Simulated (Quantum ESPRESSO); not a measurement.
# ZrB2 (P6/mmm) in Quantum ESPRESSO: further runs

One crystal, ZrB2, is run at these levels: PBE; tasks: phonons.

All numbers are computed with Quantum ESPRESSO 7.5; they aren't measurements. Logs are shortened: lines on timing, memory, paths and dates and some standing lists are left out, and cuts for length are marked.

**1. The crystal as given**

Symmetry: P6/mmm, No. 191, hexagonal system. The conventional cell has a = 3.170 Å, b = 3.170 Å, c = 3.533 Å, α = 90.00°, β = 90.00°, γ = 120.00°. Zr (site symmetry 6/mmm) has 12 B at 2.54 Å as nearest neighbours. B (site symmetry -6m2) is surrounded by 3 B at 1.83 Å.

**2. Phonons, PBE**

The input, pw.in:

```
&CONTROL
  calculation = 'scf'
  prefix = 'pwscf'
  outdir = './tmp'
  pseudo_dir = './pseudo'
  tprnfor = .true.
  tstress = .true.
  disk_io = 'low'
/
&SYSTEM
  ibrav = 0
  celldm(1) = 8
  nat = 3
  ntyp = 2
  ecutwfc = 45
  ecutrho = 360
  nbnd = 15
  occupations = 'smearing'
  smearing = 'mv'
  degauss = 0.01469973
/
&ELECTRONS
  conv_thr = 6d-10
  electron_maxstep = 120
  mixing_beta = 0.5
/
ATOMIC_SPECIES
Zr    91.2240 zr_pbe_v1.uspp.F.UPF
B     10.8100 b_pbe_v1.4.uspp.F.UPF
CELL_PARAMETERS alat
  0.7488039768830   0.0000000000000   0.0000000000000
 -0.3744019884415   0.6484832664362   0.0000000000000
  0.0000000000000   0.0000000000000   0.8345502997879
ATOMIC_POSITIONS crystal
Zr     0.0000000000    0.0000000000    0.0000000000
B      0.6666666667    0.3333333333    0.5000000000
B      0.3333333333    0.6666666667    0.5000000000
K_POINTS automatic
10 10 8 0 0 0
```

The input, relax.in:

```
&CONTROL
  calculation = 'vc-relax'
  prefix = 'pwscf'
  outdir = './tmp'
  pseudo_dir = './pseudo'
  tprnfor = .true.
  tstress = .true.
  disk_io = 'low'
  nstep = 40
  forc_conv_thr = 0.0001
  etot_conv_thr = 1d-06
/
&SYSTEM
  ibrav = 0
  celldm(1) = 8
  nat = 3
  ntyp = 2
  ecutwfc = 45
  ecutrho = 360
  nbnd = 15
  occupations = 'smearing'
  smearing = 'mv'
  degauss = 0.01469973
/
&ELECTRONS
  conv_thr = 6d-10
  electron_maxstep = 120
  mixing_beta = 0.5
/
&IONS
  ion_dynamics = 'bfgs'
/
&CELL
  cell_dynamics = 'bfgs'
  press = 0
  press_conv_thr = 0.2
/
ATOMIC_SPECIES
Zr    91.2240 zr_pbe_v1.uspp.F.UPF
B     10.8100 b_pbe_v1.4.uspp.F.UPF
CELL_PARAMETERS alat
  0.7488039768830   0.0000000000000   0.0000000000000
 -0.3744019884415   0.6484832664362   0.0000000000000
  0.0000000000000   0.0000000000000   0.8345502997879
ATOMIC_POSITIONS crystal
Zr     0.0000000000    0.0000000000    0.0000000000
B      0.6666666667    0.3333333333    0.5000000000
B      0.3333333333    0.6666666667    0.5000000000
K_POINTS automatic
10 10 8 0 0 0
```

The input, scf2.in:

```
&CONTROL
  calculation = 'scf'
  prefix = 'pwscf'
  outdir = './tmp'
  pseudo_dir = './pseudo'
  tprnfor = .true.
  tstress = .true.
  disk_io = 'low'
/
&SYSTEM
  ibrav = 0
  celldm(1) = 8
  nat = 3
  ntyp = 2
  ecutwfc = 45
  ecutrho = 360
  nbnd = 15
  occupations = 'smearing'
  smearing = 'mv'
  degauss = 0.01469973
/
&ELECTRONS
  conv_thr = 1d-13
  electron_maxstep = 120
  mixing_beta = 0.5
  startingpot = 'file'
  startingwfc = 'file'
/
ATOMIC_SPECIES
Zr    91.2240 zr_pbe_v1.uspp.F.UPF
B     10.8100 b_pbe_v1.4.uspp.F.UPF
CELL_PARAMETERS alat
  0.7484633197771   0.0000000000000   0.0000000000000
 -0.3742316598885   0.6481882487278   0.0000000000000
  0.0000000000000   0.0000000000000   0.8375276192567
ATOMIC_POSITIONS crystal
Zr     0.0000000000    0.0000000000    0.0000000000
B      0.6666666667    0.3333333333    0.5000000000
B      0.3333333333    0.6666666667    0.5000000000
K_POINTS automatic
10 10 8 0 0 0
```

The input, ph.in:

```
phonons of ZrB2
&INPUTPH
  prefix = 'pwscf'
  outdir = './tmp'
  tr2_ph = 1d-18
  fildyn = 'dyn'
  niter_ph = 90
  alpha_mix(1) = 0.4
/
0.0000000000 0.0000000000 0.0000000000
```

The input, dynmat.in:

```
&INPUT
  fildyn = 'dyn'
  asr = 'crystal'
  filout = 'dynmat.disp'
  fileig = 'dynmat.eig'
/
```

Potentials or basis: GBRV 1.5 PBE.

Command:

```
> OMP_NUM_THREADS=1 mpirun -n 4 pw.x -nk 4 -in pw.in > pw.out
> OMP_NUM_THREADS=1 mpirun -n 4 pw.x -nk 4 -in relax.in > relax.out
> OMP_NUM_THREADS=1 mpirun -n 4 pw.x -nk 4 -in scf2.in > scf2.out
> OMP_NUM_THREADS=1 mpirun -n 4 ph.x -nk 4 -in ph.in > ph.out
> OMP_NUM_THREADS=1 mpirun -n 1 dynmat.x -in dynmat.in > dynmat.out
```

pw.out:

```text
This program is part of the open-source Quantum ESPRESSO suite
     for quantum simulation of materials; please cite
[... 6 lines left out ...]
     using ibrav=0 with symmetry is DISCOURAGED, use correct ibrav instead

     K-points division:     npool     =       4
     Subspace diagonalization in iterative solution of the eigenvalue problem:
     a serial algorithm will be used

     G-vector sticks info
     --------------------
     sticks:   dense  smooth     PW     G-vecs:    dense   smooth      PW
     Sum         889     439    139                23885     8483    1473

     Using Slab Decomposition

     bravais-lattice index     =            0
     lattice parameter (alat)  =       8.0000  a.u.
     unit-cell volume          =     207.4863 (a.u.)^3
     number of atoms/cell      =            3
     number of atomic types    =            2
     number of electrons       =        18.00
     number of Kohn-Sham states=           15
     kinetic-energy cutoff     =      45.0000  Ry
     charge density cutoff     =     360.0000  Ry
     scf convergence threshold =      6.0E-10
     mixing beta               =       0.5000
     number of iterations used =            8  plain     mixing
     Exchange-correlation=  SLA  PW   PBX  PBC
                           (   1   4   3   4   0   0   0)

     celldm(1)=   8.000000  celldm(2)=   0.000000  celldm(3)=   0.000000
     celldm(4)=   0.000000  celldm(5)=   0.000000  celldm(6)=   0.000000

     crystal axes: (cart. coord. in units of alat)
               a(1) = (   0.748804   0.000000   0.000000 )
               a(2) = (  -0.374402   0.648483   0.000000 )
               a(3) = (   0.000000   0.000000   0.834550 )

     reciprocal axes: (cart. coord. in units 2 pi/alat)
               b(1) = (  1.335463  0.771030 -0.000000 )
               b(2) = (  0.000000  1.542060  0.000000 )
               b(3) = (  0.000000 -0.000000  1.198250 )

     PseudoPot. # 1 for Zr read from file:
     zr_pbe_v1.uspp.F.UPF
     Pseudo is Ultrasoft + core correction, Zval = 12.0
     Generated by new atomic code, or converted to UPF format
     Using radial grid of  887 points,  6 beta functions with:
                l(1) =   0
                l(2) =   0
                l(3) =   1
                l(4) =   1
                l(5) =   2
                l(6) =   2
     Q(r) pseudized with  6 coefficients,  rinner =    1.200   1.200   1.200
                                                       1.200   1.200

     PseudoPot. # 2 for B  read from file:
     b_pbe_v1.4.uspp.F.UPF
     Pseudo is Ultrasoft + core correction, Zval =  3.0
     Generated by new atomic code, or converted to UPF format
     Using radial grid of  781 points,  4 beta functions with:
                l(1) =   0
                l(2) =   0
                l(3) =   1
                l(4) =   1
     Q(r) pseudized with  8 coefficients,  rinner =    1.100   1.100   1.100

     atomic species   valence    mass     pseudopotential
     Zr               12.00    91.22400     Zr( 1.00)
     B                 3.00    10.81000     B ( 1.00)

     24 Sym. Ops., with inversion, found

   Cartesian axes

     site n.     atom                  positions (alat units)
         1        Zr     tau(   1) = (   0.0000000   0.0000000   0.0000000  )
         2        B      tau(   2) = (   0.3744020   0.2161611   0.4172751  )
         3        B      tau(   3) = (  -0.0000000   0.4323222   0.4172751  )

     number of k points=    70  Marzari-Vanderbilt smearing, width (Ry)=  0.0147
                       cart. coord. in units 2pi/alat
        k(    1) = (   0.0000000   0.0000000   0.0000000), wk =   0.0025000
        k(    2) = (   0.0000000   0.0000000   0.1497813), wk =   0.0050000
        k(    3) = (   0.0000000   0.0000000   0.2995625), wk =   0.0050000
        k(    4) = (   0.0000000   0.0000000   0.4493438), wk =   0.0050000
        k(    5) = (   0.0000000   0.0000000  -0.5991251), wk =   0.0025000
        k(    6) = (   0.0000000   0.1542060   0.0000000), wk =   0.0150000
[... 62 lines left out ...]
        k(   69) = (   0.4006389   0.6939269   0.4493438), wk =   0.0300000
        k(   70) = (   0.4006389   0.6939269  -0.5991251), wk =   0.0150000

     Dense  grid:    23885 G-vectors     FFT dimensions: (  40,  40,  45)

     Smooth grid:     8483 G-vectors     FFT dimensions: (  25,  25,  30)

     Initial potential from superposition of free atoms

     starting charge      17.9973, renormalised to      18.0000

     negative rho (up, down):  5.952E-02 0.000E+00
     Starting wfcs are   21 randomized atomic wfcs

     Self-consistent Calculation

     iteration #  1     ecut=    45.00 Ry     beta= 0.50
     Davidson diagonalization with overlap
     ethr =  1.00E-02,  avg # of iterations =  2.2

     negative rho (up, down):  6.058E-02 0.000E+00

     total energy              =    -112.08018610 Ry
     estimated scf accuracy    <       0.25980026 Ry

     iteration #  2     ecut=    45.00 Ry     beta= 0.50
     Davidson diagonalization with overlap
     ethr =  1.44E-03,  avg # of iterations =  2.2

     negative rho (up, down):  6.120E-02 0.000E+00

     total energy              =    -112.15478687 Ry
     estimated scf accuracy    <       0.04240480 Ry

     iteration #  3     ecut=    45.00 Ry     beta= 0.50
     Davidson diagonalization with overlap
     ethr =  2.36E-04,  avg # of iterations =  2.0

     negative rho (up, down):  6.181E-02 0.000E+00

     total energy              =    -112.16383505 Ry
     estimated scf accuracy    <       0.00086383 Ry

     iteration #  4     ecut=    45.00 Ry     beta= 0.50
     Davidson diagonalization with overlap
     ethr =  4.80E-06,  avg # of iterations =  4.8
[... 28 lines left out ...]
     negative rho (up, down):  6.189E-02 0.000E+00

     total energy              =    -112.16398413 Ry
     estimated scf accuracy    <          4.2E-09 Ry

     iteration #  8     ecut=    45.00 Ry     beta= 0.50
     Davidson diagonalization with overlap
     ethr =  2.34E-11,  avg # of iterations =  2.2

     negative rho (up, down):  6.189E-02 0.000E+00

     total energy              =    -112.16398413 Ry
     estimated scf accuracy    <          1.9E-09 Ry

     iteration #  9     ecut=    45.00 Ry     beta= 0.50
     Davidson diagonalization with overlap
     ethr =  1.03E-11,  avg # of iterations =  1.9

     negative rho (up, down):  6.189E-02 0.000E+00

     End of self-consistent calculation

          k = 0.0000 0.0000 0.0000 (  1083 PWs)   bands (ev):

   -32.7516 -10.9348 -10.3889 -10.3889   3.1737  13.2621  13.2621  13.3134
    13.5442  19.2938  19.2938  20.0646  20.0646  20.7635  21.0430

          k = 0.0000 0.0000 0.1498 (  1059 PWs)   bands (ev):

   -32.7488 -10.9898 -10.3852 -10.3852   3.4021  12.0781  13.4084  13.4084
    14.7105  18.3255  18.3255  19.6007  19.6007  20.7849  22.3569

          k = 0.0000 0.0000 0.2996 (  1064 PWs)   bands (ev):

   -32.7420 -11.1195 -10.3761 -10.3761   4.0161  10.7017  13.8342  13.8342
    15.9779  17.1958  17.1958  18.5178  18.5178  20.8409  23.3925

          k = 0.0000 0.0000 0.4493 (  1058 PWs)   bands (ev):

   -32.7352 -11.2451 -10.3670 -10.3670   4.7870   9.4914  14.4702  14.4702
    16.4721  16.4721  17.1614  17.3311  17.3311  20.9045  23.1755

          k = 0.0000 0.0000-0.5991 (  1034 PWs)   bands (ev):

   -32.7324 -11.2960 -10.3633 -10.3633   5.2036   8.9324  14.9247  14.9247
    16.2256  16.2256  16.6710  16.6710  17.7271  20.9336  23.0856

          k = 0.0000 0.1542 0.0000 (  1069 PWs)   bands (ev):

   -32.7407 -10.9185 -10.4847 -10.4097   3.3732  12.6931  13.2645  13.3302
    13.5004  19.0496  19.1705  19.4589  19.5952  21.5923  21.7035
[... 76 lines left out ...]
          k = 0.0000 0.6168 0.1498 (  1059 PWs)   bands (ev):

   -32.6440 -11.2311 -10.8228 -10.5765   5.9516   8.4679  12.3509  12.6263
    13.3801  17.8501  18.6985  20.2749  20.5624  22.8563  23.8188

          k = 0.0000 0.6168 0.2996 (  1058 PWs)   bands (ev):

   -32.6377 -11.2100 -10.9295 -10.5636   6.0022   8.5152  12.0755  12.6455
    13.2963  17.5403  19.5304  21.0271  21.1262  22.5503  23.9666

          k = 0.0000 0.6168 0.4493 (  1059 PWs)   bands (ev):

   -32.6314 -11.1885 -11.0340 -10.5506   5.9077   8.9703  11.6252  12.0983
    13.5845  18.1859  20.1807  21.0965  21.6659  22.0883  24.3686

          k = 0.0000 0.6168-0.5991 (  1058 PWs)   bands (ev):

   -32.6288 -11.1792 -11.0768 -10.5452   5.8396   9.3348  11.4585  11.6430
    13.7473  19.4486  19.6057  20.4159  21.9708  22.6541  24.1293

          k = 0.0000-0.7710 0.0000 (  1050 PWs)   bands (ev):

   -32.6354 -11.3232 -10.7610 -10.6018   6.9391   7.3904  12.0011  12.8335
    13.2153  18.1243  18.1994  20.8139  20.8890  22.4060  23.6005

          k = 0.0000-0.7710 0.1498 (  1058 PWs)   bands (ev):

   -32.6328 -11.3140 -10.8049 -10.5963   7.1228   7.1565  12.3383  12.5283
    13.1953  17.6610  18.7568  20.8639  21.5192  22.3713  23.6754

          k = 0.0000-0.7710 0.2996 (  1056 PWs)   bands (ev):

   -32.6266 -11.2917 -10.9093 -10.5830   6.5863   7.7423  11.9345  12.8998
    13.0423  17.4287  20.0706  20.9902  22.1728  22.2785  23.8030

          k = 0.0000-0.7710 0.4493 (  1052 PWs)   bands (ev):

   -32.6203 -11.2692 -11.0113 -10.5696   6.1448   8.4872  11.4587  12.2051
    13.6502  18.2348  21.1256  21.4950  21.5597  22.1751  23.8652

          k = 0.0000-0.7710-0.5991 (  1072 PWs)   bands (ev):

   -32.6177 -11.2598 -11.0530 -10.5640   5.9805   8.9028  11.2841  11.7663
    13.8829  19.6356  19.9813  21.1848  22.1295  22.3630  23.9187

          k = 0.1335 0.2313 0.0000 (  1071 PWs)   bands (ev):

   -32.7208 -10.8888 -10.6470 -10.4543   3.7563  11.8752  13.0054  13.0444
    13.8883  18.2988  18.6997  19.1313  20.2282  22.3930  22.5197

          k = 0.1335 0.2313 0.1498 (  1063 PWs)   bands (ev):

   -32.7180 -10.9414 -10.6411 -10.4501   3.9508  11.9500  12.1839  13.0685
    14.6234  17.0805  18.7345  19.6722  20.5872  22.0271  22.4415

          k = 0.1335 0.2313 0.2996 (  1054 PWs)   bands (ev):

   -32.7114 -11.0647 -10.6277 -10.4397   4.4570  11.0683  12.1432  13.0792
    15.6702  15.9856  18.2187  19.2999  20.3263  22.7343  23.0429

          k = 0.1335 0.2313 0.4493 (  1063 PWs)   bands (ev):

   -32.7047 -11.1839 -10.6147 -10.4293   5.0436  10.1494  12.3564  13.0560
    15.3176  16.7683  18.0225  18.5154  19.3386  22.9721  23.8691

          k = 0.1335 0.2313-0.5991 (  1070 PWs)   bands (ev):

   -32.7020 -11.2322 -10.6094 -10.4250   5.3267   9.7659  12.4509  13.0352
    15.1009  17.4609  18.1891  18.2115  18.4683  23.0247  24.1381

          k = 0.1335 0.3855 0.0000 (  1059 PWs)   bands (ev):
[... 154 lines left out ...]
          k = 0.4006 0.6939 0.1498 (  1042 PWs)   bands (ev):

   -32.6203 -11.1140 -10.9370 -10.7852   7.4085   8.3329   9.5074  13.0170
    13.7819  17.7196  17.8297  19.7392  23.5379  23.9955  26.6669

          k = 0.4006 0.6939 0.2996 (  1053 PWs)   bands (ev):

   -32.6141 -11.0939 -10.9191 -10.8868   7.1345   8.0510  10.0004  13.1248
    13.3978  18.7293  19.4115  20.0946  22.8728  23.2878  25.0113

          k = 0.4006 0.6939 0.4493 (  1059 PWs)   bands (ev):

   -32.6080 -11.0736 -10.9862 -10.9011   6.8359   7.7795  10.6653  13.1820
    13.1901  19.6568  20.8599  21.0715  22.5148  22.7887  23.5184

          k = 0.4006 0.6939-0.5991 (  1064 PWs)   bands (ev):

   -32.6054 -11.0651 -11.0268 -10.8935   6.7132   7.6703  10.9949  13.1317
    13.1830  19.9069  21.6094  21.9738  22.1230  22.9175  22.9517

     the Fermi energy is    15.8230 ev

!    total energy              =    -112.16398413 Ry
     estimated scf accuracy    <          1.1E-12 Ry
     smearing contrib. (-TS)   =      -0.00005619 Ry
     internal energy E=F+TS    =    -112.16392795 Ry

     The total energy is F=E-TS. E is the sum of the following terms:
     one-electron contribution =      -3.93658455 Ry
     hartree contribution      =      12.29999599 Ry
     xc contribution           =     -23.93655141 Ry
     ewald contribution        =     -96.59078797 Ry

     convergence has been achieved in   9 iterations

     negative rho (up, down):  6.189E-02 0.000E+00

     Forces acting on atoms (cartesian axes, Ry/au):

     atom    1 type  1   force =     0.00000000    0.00000000   -0.00000000
     atom    2 type  2   force =     0.00000000    0.00000000    0.00000000
     atom    3 type  2   force =    -0.00000000   -0.00000000   -0.00000000

     Total force =     0.000000     Total SCF correction =     0.000000

     Computing stress (Cartesian axis) and pressure

     negative rho (up, down):  6.189E-02 0.000E+00
          total   stress  (Ry/bohr**3)                   (kbar)     P=        5.77
   0.00001012  -0.00000000   0.00000000            1.49       -0.00        0.00
  -0.00000000   0.00001012  -0.00000000           -0.00        1.49       -0.00
   0.00000000  -0.00000000   0.00009751            0.00       -0.00       14.34

=------------------------------------------------------------------------------=
   JOB DONE.
=------------------------------------------------------------------------------=
```

Wall time 1.8 min (4 MPI ranks of Arm Neoverse V1, shared host); peak memory 0.36 GiB.

What came out:

```
Free energy                            : -1526.0692 eV
Relaxed volume                         : 10.28 Å³/atom
Relaxed cell                           : a = 3.169 Å, b = 3.169 Å, c = 3.546 Å, α = 90.00°, β = 90.00°, γ = 120.00°
Space group after relaxing (to 0.05 Å) : P6/mmm (No. 191)
Pressure after relaxing                : 0.0 GPa
Band gap on the k mesh                 : none (metal or under the smearing width)
Highest phonon frequency at Γ          : 765 cm⁻¹
```

Step by step:
| step | energy change (eV) | largest force (eV/Å) | pressure (GPa) | volume (Å³) |
| --- | --- | --- | --- | --- |
| 1 | 0.0000 | 0.0000 | 0.58 | 30.75 |
| 2 | -0.0004 | 0.0000 | -0.10 | 30.84 |
| 3 | -0.0005 | 0.0000 | -0.04 | 30.83 |
| 4 | -0.0005 | 0.0000 | 0.00 | 30.83 |

Final structure:
```yaml
crystal:
  lattice:
    - [3.16856, 0.00000, 0.00000]
    - [-1.58428, 2.74405, 0.00000]
    - [0.00000, 0.00000, 3.54560]
  atoms:
    - { symbol: Zr, position: [0.00000, 0.00000, 0.00000] }
    - { symbol: B, position: [0.66667, 0.33333, 0.50000] }
    - { symbol: B, position: [0.33333, 0.66667, 0.50000] }
```

Phonon frequencies in cm⁻¹ (negative: imaginary):
| q point | frequencies |
| --- | --- |
| (0.000, 0.000, 0.000) | -2 6 6 449 449 464 546 765 765 |

Optical modes at Γ, degenerate ones joined:
| cm⁻¹ | components | symmetry | active in |
| --- | --- | --- | --- |
| 449 | 2 | E1u | IR |
| 464 | 1 | A2u | IR |
| 546 | 1 | B1g | silent |
| 765 | 2 | E2g | Raman |

Caveat: the mesh is thin for the phonons of a metal.

(Continued in part 2 of 2.)
